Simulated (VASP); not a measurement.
# CoSi (Pm-3m) in VASP: a series of runs, part 7 of 9

VASP 6.6.1.

### 83 Equation of state, PBEsol, collinear spin, ferromagnetic start, 11.08 Å³/atom

INCAR reads:

```
PREC = Accurate
ENCUT = 350
EDIFF = 1E-7
ISMEAR = 1
SIGMA = 0.15
LREAL = False
LASPH = True
NELM = 100
ALGO = Normal
ISIF = 2
LWAVE = False
LCHARG = False
ISPIN = 2
MAGMOM = 2 0
LORBIT = 11
LMAXMIX = 4
GGA = PS
ADDGRID = False
```

KPOINTS reads:

```
Automatic mesh
0
Gamma
  15 15 15
```

POSCAR reads:

```
CoSi
1.0
    2.8088737514      0.0000000000      0.0000000000
    0.0000000000      2.8088737514      0.0000000000
    0.0000000000      0.0000000000      2.8088737514
Co Si
1 1
Direct
    0.0000000000      0.0000000000      0.0000000000
    0.5000000000      0.5000000000      0.5000000000
```

On the command line:

```bash
$ cat potpaw_PBE.64/Co/POTCAR potpaw_PBE.64/Si/POTCAR > POTCAR
$ mpirun -np 1 vasp_std > vasp.out
```

Wall time 14 s (1 thread of Intel Xeon 6975P-C (Granite Rapids), shared host); peak memory 0.14 GiB.

The run converged, but some of its settings lie outside the range that counts as converged, so its numbers aren't taken as properties of the crystal.

What came out:

```
Free energy                                           : -14.5002 eV
Pressure                                              : -12.3 GPa
Band gap on the k mesh                                : none (metal or under the smearing width)
Net moment                                            : 0.57 μB per cell
Site moments                                          : Co +0.57; Si +0.01 μB
Valence electrons inside the program's atomic spheres : Co 8.53; Si 1.55
```

Caveat: the PAW data sets were made with another functional, which shifts forces and pressure a little.

### 84 Equation of state, PBEsol, collinear spin, ferromagnetic start, 10.44 Å³/atom

INCAR, as its differences from that of step 83:

```diff
@@ -1,3 +1,3 @@
 PREC = Accurate
-ENCUT = 350
+ENCUT = 550
 EDIFF = 1E-7
```

KPOINTS reads:

```
Automatic mesh
0
Gamma
  12 12 12
```

POSCAR reads:

```
CoSi
1.0
    2.7532377962      0.0000000000      0.0000000000
    0.0000000000      2.7532377962      0.0000000000
    0.0000000000      0.0000000000      2.7532377962
Co Si
1 1
Direct
    0.0000000000      0.0000000000      0.0000000000
    0.5000000000      0.5000000000      0.5000000000
```

Potentials or basis: VASP PAW PBE potentials, release 64 (Co, Si).

On the command line:

```bash
$ cat potpaw_PBE.64/Co/POTCAR potpaw_PBE.64/Si/POTCAR > POTCAR
$ mpirun -np 1 vasp_std > vasp.out
```

It took 15 s on 1 thread of Intel Xeon 6975P-C (Granite Rapids), shared host; peak memory 0.17 GiB.

These settings aren't checked as converged: the numbers below hold their error.

What came out:

* Free energy: -14.5480 eV
* Pressure: -0.4 GPa
* Band gap on the k mesh: none (metal or under the smearing width)
* Net moment: 0.45 μB per cell
* Site moments: Co +0.45; Si +0.01 μB
* Valence electrons inside the program's atomic spheres: Co 8.70; Si 1.58

Caveat: the PAW data sets were made with another functional, which shifts forces and pressure a little.

### 85 Equation of state, PBEsol, collinear spin, ferromagnetic start, 11.08 Å³/atom

INCAR is that of step 84.

KPOINTS is that of step 84.

POSCAR reads:

```
CoSi
1.0
    2.8088737514      0.0000000000      0.0000000000
    0.0000000000      2.8088737514      0.0000000000
    0.0000000000      0.0000000000      2.8088737514
Co Si
1 1
Direct
    0.0000000000      0.0000000000      0.0000000000
    0.5000000000      0.5000000000      0.5000000000
```

On the command line:

```bash
$ cat potpaw_PBE.64/Co/POTCAR potpaw_PBE.64/Si/POTCAR > POTCAR
$ mpirun -np 1 vasp_std > vasp.out
```

Wall time 14 s (1 thread of Intel Xeon 6975P-C (Granite Rapids), shared host); peak memory 0.18 GiB.

These settings aren't checked as converged: the numbers below hold their error.

Results:

- Free energy: -14.4955 eV
- Pressure: -11.6 GPa
- Band gap on the k mesh: none (metal or under the smearing width)
- Net moment: 0.60 μB per cell
- Site moments: Co +0.60; Si +0.02 μB
- Valence electrons inside the program's atomic spheres: Co 8.54; Si 1.56

Caveat: the PAW data sets were made with another functional, which shifts forces and pressure a little.

### 86 Equation of state, PBEsol, collinear spin, ferromagnetic start, 10.44 Å³/atom

INCAR, as its differences from that of step 85:

```diff
@@ -1,3 +1,3 @@
 PREC = Accurate
-ENCUT = 550
+ENCUT = 400
 EDIFF = 1E-7
```

KPOINTS reads:

```
Automatic mesh
0
Gamma
  15 15 15
```

POSCAR reads:

```
CoSi
1.0
    2.7532377962      0.0000000000      0.0000000000
    0.0000000000      2.7532377962      0.0000000000
    0.0000000000      0.0000000000      2.7532377962
Co Si
1 1
Direct
    0.0000000000      0.0000000000      0.0000000000
    0.5000000000      0.5000000000      0.5000000000
```

On the command line:

```bash
$ cat potpaw_PBE.64/Co/POTCAR potpaw_PBE.64/Si/POTCAR > POTCAR
$ mpirun -np 1 vasp_std > vasp.out
```

Wall time 15 s (1 thread of Intel Xeon 6975P-C (Granite Rapids), shared host); peak memory 0.15 GiB.

The run converged, but some of its settings lie outside the range that counts as converged, so its numbers aren't taken as properties of the crystal.

What came out:

```
Free energy                                           : -14.5490 eV
Pressure                                              : -0.2 GPa
Band gap on the k mesh                                : none (metal or under the smearing width)
Net moment                                            : 0.49 μB per cell
Site moments                                          : Co +0.48; Si +0.01 μB
Valence electrons inside the program's atomic spheres : Co 8.69; Si 1.59
```

Caveat: the PAW data sets were made with another functional, which shifts forces and pressure a little.

### 87 Equation of state, PBEsol, collinear spin, ferromagnetic start, 11.08 Å³/atom

INCAR is that of step 86.

KPOINTS is that of step 86.

POSCAR reads:

```
CoSi
1.0
    2.8088737514      0.0000000000      0.0000000000
    0.0000000000      2.8088737514      0.0000000000
    0.0000000000      0.0000000000      2.8088737514
Co Si
1 1
Direct
    0.0000000000      0.0000000000      0.0000000000
    0.5000000000      0.5000000000      0.5000000000
```

Potentials or basis: VASP PAW PBE potentials, release 64 (Co, Si).

On the command line:

```bash
$ cat potpaw_PBE.64/Co/POTCAR potpaw_PBE.64/Si/POTCAR > POTCAR
$ mpirun -np 1 vasp_std > vasp.out
```

Run time: 15 s. Hardware: 1 thread of Intel Xeon 6975P-C (Granite Rapids), shared host; peak memory 0.15 GiB.

The run converged, but some of its settings lie outside the range that counts as converged, so its numbers aren't taken as properties of the crystal.

What came out:

| Quantity | Value |
| --- | --- |
| Free energy | -14.4988 eV |
| Pressure | -12.2 GPa |
| Band gap on the k mesh | none (metal or under the smearing width) |
| Net moment | 0.57 μB per cell |
| Site moments | Co +0.57; Si +0.01 μB |
| Valence electrons inside the program's atomic spheres | Co 8.54; Si 1.55 |

Caveat: the PAW data sets were made with another functional, which shifts forces and pressure a little.

### 88 Equation of state, PBEsol, collinear spin, ferromagnetic start, 10.44 Å³/atom

INCAR, as its differences from that of step 87:

```diff
@@ -1,3 +1,3 @@
 PREC = Accurate
-ENCUT = 400
+ENCUT = 450
 EDIFF = 1E-7
```

KPOINTS is that of step 87.

POSCAR reads:

```
CoSi
1.0
    2.7532377962      0.0000000000      0.0000000000
    0.0000000000      2.7532377962      0.0000000000
    0.0000000000      0.0000000000      2.7532377962
Co Si
1 1
Direct
    0.0000000000      0.0000000000      0.0000000000
    0.5000000000      0.5000000000      0.5000000000
```

On the command line:

```bash
$ cat potpaw_PBE.64/Co/POTCAR potpaw_PBE.64/Si/POTCAR > POTCAR
$ mpirun -np 1 vasp_std > vasp.out
```

Run time: 18 s. Hardware: 1 thread of Intel Xeon 6975P-C (Granite Rapids), shared host; peak memory 0.15 GiB.

The run converged, but some of its settings lie outside the range that counts as converged, so its numbers aren't taken as properties of the crystal.

What came out:

| Property | Result |
| --- | --- |
| Free energy | -14.5481 eV |
| Pressure | 0.1 GPa |
| Band gap on the k mesh | none (metal or under the smearing width) |
| Net moment | 0.49 μB per cell |
| Site moments | Co +0.48; Si +0.01 μB |
| Valence electrons inside the program's atomic spheres | Co 8.70; Si 1.59 |

Caveat: the PAW data sets were made with another functional, which shifts forces and pressure a little.

### 89 Equation of state, PBEsol, collinear spin, ferromagnetic start, 11.08 Å³/atom

INCAR is that of step 88.

KPOINTS is that of step 88.

POSCAR reads:

```
CoSi
1.0
    2.8088737514      0.0000000000      0.0000000000
    0.0000000000      2.8088737514      0.0000000000
    0.0000000000      0.0000000000      2.8088737514
Co Si
1 1
Direct
    0.0000000000      0.0000000000      0.0000000000
    0.5000000000      0.5000000000      0.5000000000
```

On the command line:

```bash
$ cat potpaw_PBE.64/Co/POTCAR potpaw_PBE.64/Si/POTCAR > POTCAR
$ mpirun -np 1 vasp_std > vasp.out
```

It took 19 s on 1 thread of Intel Xeon 6975P-C (Granite Rapids), shared host; peak memory 0.16 GiB.

The run converged, but some of its settings lie outside the range that counts as converged, so its numbers aren't taken as properties of the crystal.

Results:

```
Free energy                                           : -14.4976 eV
Pressure                                              : -12.0 GPa
Band gap on the k mesh                                : none (metal or under the smearing width)
Net moment                                            : 0.56 μB per cell
Site moments                                          : Co +0.57; Si +0.01 μB
Valence electrons inside the program's atomic spheres : Co 8.54; Si 1.55
```

Caveat: the PAW data sets were made with another functional, which shifts forces and pressure a little.

### 90 Equation of state, PBEsol, collinear spin, ferromagnetic start, 10.44 Å³/atom

INCAR, as its differences from that of step 89:

```diff
@@ -4,3 +4,3 @@
 ISMEAR = 1
-SIGMA = 0.15
+SIGMA = 0.4
 LREAL = False
```

KPOINTS is that of step 89.

POSCAR reads:

```
CoSi
1.0
    2.7532377962      0.0000000000      0.0000000000
    0.0000000000      2.7532377962      0.0000000000
    0.0000000000      0.0000000000      2.7532377962
Co Si
1 1
Direct
    0.0000000000      0.0000000000      0.0000000000
    0.5000000000      0.5000000000      0.5000000000
```

Potentials or basis: VASP PAW PBE potentials, release 64 (Co, Si).

On the command line:

```bash
$ cat potpaw_PBE.64/Co/POTCAR potpaw_PBE.64/Si/POTCAR > POTCAR
$ mpirun -np 1 vasp_std > vasp.out
```

Wall time 18 s (1 thread of Intel Xeon 6975P-C (Granite Rapids), shared host); peak memory 0.16 GiB.

These settings aren't checked as converged: the numbers below hold their error.

What came out:

```yaml
Free_energy: -14.5576 eV
Pressure: -0.1 GPa
Band_gap_on_the_k_mesh: none (metal or under the smearing width)
Net_moment: 0.47 μB per cell
Site_moments: Co +0.47; Si +0.01 μB
Valence_electrons_inside_the_program's_atomic_spheres: Co 8.70; Si 1.59
```

Caveat: the PAW data sets were made with another functional, which shifts forces and pressure a little.

### 91 Equation of state, PBEsol, collinear spin, ferromagnetic start, 11.08 Å³/atom

INCAR is that of step 90.

KPOINTS is that of step 90.

POSCAR reads:

```
CoSi
1.0
    2.8088737514      0.0000000000      0.0000000000
    0.0000000000      2.8088737514      0.0000000000
    0.0000000000      0.0000000000      2.8088737514
Co Si
1 1
Direct
    0.0000000000      0.0000000000      0.0000000000
    0.5000000000      0.5000000000      0.5000000000
```

On the command line:

```bash
$ cat potpaw_PBE.64/Co/POTCAR potpaw_PBE.64/Si/POTCAR > POTCAR
$ mpirun -np 1 vasp_std > vasp.out
```

It took 19 s on 1 thread of Intel Xeon 6975P-C (Granite Rapids), shared host; peak memory 0.16 GiB.

The run converged, but some of its settings lie outside the range that counts as converged, so its numbers aren't taken as properties of the crystal.

Results:

```yaml
Free_energy: -14.5069 eV
Pressure: -12.0 GPa
Band_gap_on_the_k_mesh: none (metal or under the smearing width)
Net_moment: 0.55 μB per cell
Site_moments: Co +0.55; Si +0.01 μB
Valence_electrons_inside_the_program's_atomic_spheres: Co 8.54; Si 1.55
```

Caveat: the PAW data sets were made with another functional, which shifts forces and pressure a little.

### 92 Equation of state, PBEsol, collinear spin, ferromagnetic start, 10.44 Å³/atom

INCAR, as its differences from that of step 91:

```diff
@@ -4,3 +4,3 @@
 ISMEAR = 1
-SIGMA = 0.4
+SIGMA = 0.2
 LREAL = False
```

KPOINTS is that of step 91.

POSCAR reads:

```
CoSi
1.0
    2.7532377962      0.0000000000      0.0000000000
    0.0000000000      2.7532377962      0.0000000000
    0.0000000000      0.0000000000      2.7532377962
Co Si
1 1
Direct
    0.0000000000      0.0000000000      0.0000000000
    0.5000000000      0.5000000000      0.5000000000
```

On the command line:

```bash
$ cat potpaw_PBE.64/Co/POTCAR potpaw_PBE.64/Si/POTCAR > POTCAR
$ mpirun -np 1 vasp_std > vasp.out
```

Wall time 18 s (1 thread of Intel Xeon 6975P-C (Granite Rapids), shared host); peak memory 0.16 GiB.

These settings aren't checked as converged: the numbers below hold their error.

What came out:

| Property | Result |
| --- | --- |
| Free energy | -14.5496 eV |
| Pressure | 0.0 GPa |
| Band gap on the k mesh | none (metal or under the smearing width) |
| Net moment | 0.48 μB per cell |
| Site moments | Co +0.48; Si +0.01 μB |
| Valence electrons inside the program's atomic spheres | Co 8.70; Si 1.59 |

Caveat: the PAW data sets were made with another functional, which shifts forces and pressure a little.

### 93 Equation of state, PBEsol, collinear spin, ferromagnetic start, 11.08 Å³/atom

INCAR is that of step 92.

KPOINTS is that of step 92.

POSCAR reads:

```
CoSi
1.0
    2.8088737514      0.0000000000      0.0000000000
    0.0000000000      2.8088737514      0.0000000000
    0.0000000000      0.0000000000      2.8088737514
Co Si
1 1
Direct
    0.0000000000      0.0000000000      0.0000000000
    0.5000000000      0.5000000000      0.5000000000
```

Potentials or basis: VASP PAW PBE potentials, release 64 (Co, Si).

On the command line:

```bash
$ cat potpaw_PBE.64/Co/POTCAR potpaw_PBE.64/Si/POTCAR > POTCAR
$ mpirun -np 1 vasp_std > vasp.out
```

Wall time 18 s (1 thread of Intel Xeon 6975P-C (Granite Rapids), shared host); peak memory 0.16 GiB.

The run converged, but some of its settings lie outside the range that counts as converged, so its numbers aren't taken as properties of the crystal.

What came out:

```
Free energy                                           : -14.4990 eV
Pressure                                              : -12.0 GPa
Band gap on the k mesh                                : none (metal or under the smearing width)
Net moment                                            : 0.56 μB per cell
Site moments                                          : Co +0.56; Si +0.01 μB
Valence electrons inside the program's atomic spheres : Co 8.54; Si 1.55
```

Caveat: the PAW data sets were made with another functional, which shifts forces and pressure a little.

### 94 Equation of state, PBEsol, collinear spin, ferromagnetic start, 10.44 Å³/atom

INCAR, as its differences from that of step 93:

```diff
@@ -4,3 +4,3 @@
 ISMEAR = 1
-SIGMA = 0.2
+SIGMA = 0.1
 LREAL = False
```

KPOINTS is that of step 93.

POSCAR reads:

```
CoSi
1.0
    2.7532377962      0.0000000000      0.0000000000
    0.0000000000      2.7532377962      0.0000000000
    0.0000000000      0.0000000000      2.7532377962
Co Si
1 1
Direct
    0.0000000000      0.0000000000      0.0000000000
    0.5000000000      0.5000000000      0.5000000000
```

On the command line:

```bash
$ cat potpaw_PBE.64/Co/POTCAR potpaw_PBE.64/Si/POTCAR > POTCAR
$ mpirun -np 1 vasp_std > vasp.out
```

Run time: 17 s. Hardware: 1 thread of Intel Xeon 6975P-C (Granite Rapids), shared host; peak memory 0.16 GiB.

These settings aren't checked as converged: the numbers below hold their error.

Results:

```yaml
Free_energy: -14.5470 eV
Pressure: 0.1 GPa
Band_gap_on_the_k_mesh: none (metal or under the smearing width)
Net_moment: 0.51 μB per cell
Site_moments: Co +0.50; Si +0.01 μB
Valence_electrons_inside_the_program's_atomic_spheres: Co 8.70; Si 1.59
```

Caveat: the PAW data sets were made with another functional, which shifts forces and pressure a little.

### 95 Equation of state, PBEsol, collinear spin, ferromagnetic start, 11.08 Å³/atom

INCAR is that of step 94.

KPOINTS is that of step 94.

POSCAR reads:

```
CoSi
1.0
    2.8088737514      0.0000000000      0.0000000000
    0.0000000000      2.8088737514      0.0000000000
    0.0000000000      0.0000000000      2.8088737514
Co Si
1 1
Direct
    0.0000000000      0.0000000000      0.0000000000
    0.5000000000      0.5000000000      0.5000000000
```

On the command line:

```bash
$ cat potpaw_PBE.64/Co/POTCAR potpaw_PBE.64/Si/POTCAR > POTCAR
$ mpirun -np 1 vasp_std > vasp.out
```

It took 18 s on 1 thread of Intel Xeon 6975P-C (Granite Rapids), shared host; peak memory 0.16 GiB.

These settings aren't checked as converged: the numbers below hold their error.

Results:

```yaml
Free_energy: -14.4966 eV
Pressure: -12.0 GPa
Band_gap_on_the_k_mesh: none (metal or under the smearing width)
Net_moment: 0.57 μB per cell
Site_moments: Co +0.58; Si +0.01 μB
Valence_electrons_inside_the_program's_atomic_spheres: Co 8.54; Si 1.55
```

Caveat: the PAW data sets were made with another functional, which shifts forces and pressure a little.

### 96 Equation of state, PBEsol, collinear spin, ferromagnetic start, 10.44 Å³/atom

INCAR, as its differences from that of step 95:

```diff
@@ -4,3 +4,3 @@
 ISMEAR = 1
-SIGMA = 0.1
+SIGMA = 0.05
 LREAL = False
```

KPOINTS is that of step 95.

POSCAR reads:

```
CoSi
1.0
    2.7532377962      0.0000000000      0.0000000000
    0.0000000000      2.7532377962      0.0000000000
    0.0000000000      0.0000000000      2.7532377962
Co Si
1 1
Direct
    0.0000000000      0.0000000000      0.0000000000
    0.5000000000      0.5000000000      0.5000000000
```

Potentials or basis: VASP PAW PBE potentials, release 64 (Co, Si).

On the command line:

```bash
$ cat potpaw_PBE.64/Co/POTCAR potpaw_PBE.64/Si/POTCAR > POTCAR
$ mpirun -np 1 vasp_std > vasp.out
```

Run time: 18 s. Hardware: 1 thread of Intel Xeon 6975P-C (Granite Rapids), shared host; peak memory 0.16 GiB.

The run converged, but some of its settings lie outside the range that counts as converged, so its numbers aren't taken as properties of the crystal.

Results:

```yaml
Free_energy: -14.5464 eV
Pressure: 0.2 GPa
Band_gap_on_the_k_mesh: none (metal or under the smearing width)
Net_moment: 0.52 μB per cell
Site_moments: Co +0.51; Si +0.01 μB
Valence_electrons_inside_the_program's_atomic_spheres: Co 8.69; Si 1.59
```

Caveat: the PAW data sets were made with another functional, which shifts forces and pressure a little.

### 97 Equation of state, PBEsol, collinear spin, ferromagnetic start, 11.08 Å³/atom

INCAR is that of step 96.

KPOINTS is that of step 96.

POSCAR reads:

```
CoSi
1.0
    2.8088737514      0.0000000000      0.0000000000
    0.0000000000      2.8088737514      0.0000000000
    0.0000000000      0.0000000000      2.8088737514
Co Si
1 1
Direct
    0.0000000000      0.0000000000      0.0000000000
    0.5000000000      0.5000000000      0.5000000000
```

On the command line:

```bash
$ cat potpaw_PBE.64/Co/POTCAR potpaw_PBE.64/Si/POTCAR > POTCAR
$ mpirun -np 1 vasp_std > vasp.out
```

Run time: 18 s. Hardware: 1 thread of Intel Xeon 6975P-C (Granite Rapids), shared host; peak memory 0.16 GiB.

These settings aren't checked as converged: the numbers below hold their error.

Results:

```
Free energy                                           : -14.4959 eV
Pressure                                              : -12.0 GPa
Band gap on the k mesh                                : none (metal or under the smearing width)
Net moment                                            : 0.60 μB per cell
Site moments                                          : Co +0.60; Si +0.01 μB
Valence electrons inside the program's atomic spheres : Co 8.54; Si 1.56
```

Caveat: the PAW data sets were made with another functional, which shifts forces and pressure a little.

(Continued in part 8 of 9.)
